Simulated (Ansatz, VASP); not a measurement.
Two plane-wave programs on MgI2

Contents of INCAR:

```
SYSTEM = MgI2
PREC     = Accurate       ! precision mode
ENCUT    = 520            ! plane-wave cutoff, eV
EDIFF    = 1E-6           ! SCF threshold, eV
ISMEAR   = 0              ! smearing method
SIGMA    = 0.05           ! smearing width, eV
LREAL    = .FALSE.        ! projectors in reciprocal space
LASPH    = .TRUE.         ! aspherical terms in the spheres
NELM     = 80             ! most SCF steps
ALGO     = Normal         ! electronic algorithm
ISIF     = 2              ! what is computed and relaxed
LWAVE    = .FALSE.        ! write WAVECAR
LCHARG   = .FALSE.        ! write CHGCAR
GGA      = PE             ! functional
NBANDS   = 15             ! bands
```

The input KPOINTS:

```
Automatic mesh
0
G
  6 6 4
  0 0 0
```

POSCAR

```
MgI2
1.0
    4.1387920735      0.0000000000      0.0000000000
   -2.0693960368      3.5842990767      0.0000000000
    0.0000000000      0.0000000000      7.6847014931
Mg I
1 2
Direct
    0.0000000000      0.0000000000      0.0000000000
    0.3333333333      0.6666666667      0.7858667836
    0.6666666667      0.3333333333      0.2141332164
```

Input for Ansatz:

```yaml
crystal:
  lattice:
    - [4.1387920735, 0.0, 0.0]
    - [-2.0693960368, 3.5842990767, 0.0]
    - [0.0, 0.0, 7.6847014931]
  atoms:
    - { symbol: Mg, position: [0.0, 0.0, 0.0] }
    - { symbol: I, position: [0.3333333333, 0.6666666667, 0.7858667836] }
    - { symbol: I, position: [0.6666666667, 0.3333333333, 0.2141332164] }
basis:
  ecutwfc: 520.0
kpoints:
  mp_grid: { grid: [6, 6, 4] }
hamiltonian:
  xc: pbe
scf:
  occupations: { method: gaussian, width: 0.05 }
output:
  forces: true
  stress: true
  eigenvalues: true
```

Alike in both runs: task single point; functional PBE; k mesh 6 × 6 × 4; occupations gaussian, width 0.05 eV; no spin polarisation.

|  | VASP | Ansatz |
| --- | --- | --- |
| version | VASP 6.6.1 | Ansatz 0.2.0 |
| potentials or method | VASP PAW PBE potentials, release 64 (Mg, I) | scalar-relativistic, plane waves, PAW |
| plane-wave cutoff (eV) | 520 | 520 |
| valence electrons in the cell | 16 | 44 |

|  | VASP | Ansatz | Ansatz less VASP |
| --- | --- | --- | --- |
| gap on the k mesh at the Fermi level (eV) | 3.66 | 3.67 | +0.017 |
| least direct gap on the mesh (eV) | 3.88 | 3.90 | +0.013 |
| pressure (GPa) | 1.3 | 1.3 | +0.05 |
| largest component of the traceless stress (GPa) | 0.10 | 0.11 | +0.007 |
| rms of the force components (eV/Å) | 0.117 | 0.121 | +0.0044 |

Atom by atom the forces differ by 0.004 eV/Å (rms over components). The two sets of potentials don't hold the same shells in valence.

Caveats: spin-orbit coupling is left out, which moves the levels of the heavy elements; this functional lacks dispersion, which binds the layers, so the pressure and a relaxed spacing across them are unreliable. A k mesh can miss the band edges.
